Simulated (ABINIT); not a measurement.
Runs of ABINIT 10.8.3 (patched build) on C. Symmetry: Fd-3m, No. 227, cubic system. The conventional cell has a = 3.567 Å, b = 3.567 Å, c = 3.567 Å, α = 90.00°, β = 90.00°, γ = 90.00°. Around C (site symmetry -43m) lie 4 C at 1.54 Å. This isn't the form of C at room conditions, which is graphite.

```csv
level,gap on the mesh (eV),pressure (GPa)
PW91,4.19,0.7
AM05,(c),-6.6
SCAN,4.46,1.3
RPBE,4.14,7.4
BLYP,4.46,10.6
revPBE,(a),5.9
PBEsol,4.01,-5.4
r2SCAN,4.33,0.6
WC,4.06,-5.4
LDA,(b),-13.5
PBE,4.14,1.3
```

Alike in all rows: task single point; potentials or basis JTH PAW PBE v2.0; no spin polarisation; cell as given; k mesh 13 × 13 × 13; cutoff (eV) 626; smearing fermi-dirac 0.05 eV.

Task: Estimate the missing entries.

Result: (a) 4.13; (b) 4.11; (c) 4.02.

Caveats: an odd mesh through Γ misses points on the zone boundary, where band edges often lie; the atomic spheres overlap; the PAW data sets were made with another functional, which shifts forces and pressure a little (some runs).
